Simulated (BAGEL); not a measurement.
# C4H9N (pyrrolidine): a scaling law for B3LYP

C4H9N: 14 atoms, total charge 0, spin state singlet. SMILES: `C1CCNC1`. The shape is that of a PBE0-D4/def2-TZVP optimisation. This is one conformer, not always the lowest.

B3LYP (density fitting with tzvpp-jkfit), gradient, BAGEL 1.2.2, on 1 thread of Intel Xeon at 2.30GHz, shared host. N is the number of basis functions, t the processor time.

```
     basis    N  t (s)   ln N   ln t
def2-SV(P)   88     24  4.477  3.178
  def2-SVP  115     23  4.745  3.135
 def2-SVPD  172     31  5.147  3.434
 def2-TZVP  209      ?  5.342      ?
```

Q: Fit t = C·Nᵖ to the known rows and estimate the time in def2-TZVP.

A: 
1. Means of the 3 rows: ln N = 4.78967, ln t = 3.2490.
2. Σ(Δln N)² = 0.22744, Σ(Δln N·Δln t) = 0.093398, so the slope is 0.093398/0.22744 = 0.41065.
3. Intercept: 3.2490 − (0.41065) × 4.78967 = 1.2821. The largest residual of the fit is 0.096.
4. ln t = 1.2821 + 0.41065 × 5.342, so t ≈ 32 s.

The run took 45 s, so the estimate is too short by a factor of about 1.4. The fitted power is 0.4, with the electron count fixed. The times don't lie on a line: the count of functions alone doesn't set the cost here, and shared hosts add noise. SCF iterations also vary, from 19 to 25.
